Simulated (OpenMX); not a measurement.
# Se in OpenMX: the effect of dispersion

Se:

```
CELL_PARAMETERS angstrom
4.36620 0.00000 0.00000
-2.18310 3.78124 0.00000
0.00000 0.00000 4.95360
ATOMIC_POSITIONS crystal
Se 0.77460 0.77460 0.00000
Se 0.00000 0.22540 0.66667
Se 0.22540 0.00000 0.33333
```

Alike in all runs:

* Program: OpenMX 3.8.5
* Task: single point
* Functional: PBE
* Potentials or basis: OpenMX 2013 PBE set, Se7.0-s3p2d2, grid cutoff 300 Ry
* k mesh: 5 × 5 × 5
* Occupations: fermi-dirac, width 0.05 eV
* Spin: no spin polarisation

```tsv
dispersion	pressure (GPa)	largest force (eV/Å)
none	?	?
D3	2.8	1.13
D3(BJ)	1.9	1.16
D4	1.7	1.17
```

What does the run with dispersion none give?

Pressure 3.9 GPa; largest force 1.15 eV/Å.

Caveats: the basis of atomic orbitals isn't converged, which shifts pressures, moduli and gaps; forces of over 1 eV/Å show positions far from the minimum, so gaps and moduli don't describe the material at rest.
